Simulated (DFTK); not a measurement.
GaAs:

```
As Ga
1.0
     0.00000    2.82685    2.82685
     2.82685    0.00000    2.82685
     2.82685    2.82685    0.00000
As Ga
1 1
Direct
  0.75000 0.75000 0.75000
  0.00000 0.00000 0.00000
```

Base run:

```yaml
Program: DFTK 0.8.2
Functional: r2SCAN
Potentials_or_basis: in-house norm-conserving set (r2SCAN, scalar relativistic)
Cutoff: 1225 eV
k_mesh: 5 × 5 × 5
Occupations: fermi-dirac, width 0.05 eV
Spin: no spin polarisation
```

Its results: band gap on the k mesh 1.02 eV, direct; pressure 0.6 GPa.

Question: The run is repeated on the same cell with these changes: potentials or basis from in-house norm-conserving set (r2SCAN, scalar relativistic) to SG15 1.2 (PBE); valence electrons from 28 to 18. What comes out?

Answer: Band gap on the k mesh 0.59 eV, direct; pressure 0.2 GPa.

Caveats: the program warned that the kinetic-energy density falls under its von Weizsäcker bound, which can give unphysical results (some runs); the potentials were made for another functional, which shifts forces and pressure (some runs).

Not every run made on this cell is shown here.
